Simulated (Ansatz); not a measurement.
## How much do the gradients of Si depend on the method?

Cell: an entry of the Crystallography Open Database (COD), its atoms then relaxed with PBE in this cell.

```cif
data_Si
_symmetry_space_group_name_H-M 'Ia-3'
_symmetry_Int_Tables_number 206
_cell_length_a 6.6360
_cell_length_b 6.6360
_cell_length_c 6.6360
_cell_angle_alpha 90.000
_cell_angle_beta 90.000
_cell_angle_gamma 90.000
loop_
_atom_site_label
_atom_site_type_symbol
_atom_site_symmetry_multiplicity
_atom_site_Wyckoff_symbol
_atom_site_fract_x
_atom_site_fract_y
_atom_site_fract_z
Si Si 16 c 0.1017 0.1017 0.1017
```

One atom of each set is listed; the run and its k-mesh use a cell of 8 atoms with edges of 5.75, 5.75, 5.75 Å.

First run. Level of theory: DFT, PBE, plane waves and PAW, scalar-relativistic, 420 eV cutoff, Γ-centred 10×10×10 k-points, Fermi–Dirac smearing 0.05 eV (Ansatz 0.2.0).

| site | V_zz (10²¹ V/m²) | η |
| --- | --- | --- |
| Si | -1.06 | 0.00 |

Second run. The same atoms and settings, except that the functional is PBEsol.

(1) What does the second run give?

Results:

(1) 

```json
{"site": "Si", "V_zz": "-1.00", "η": "0.00", "change of V_zz": "+0.06"}
```

The largest change of V_zz is on Si, from -1.06 to -1.00.

With no gap above 0.1 eV, as in a metal, the gradients converge slowly in k; expect changes of a tenth or more on a denser mesh. Semilocal functionals make gaps too small and can close them, so the real compound need not be a metal.
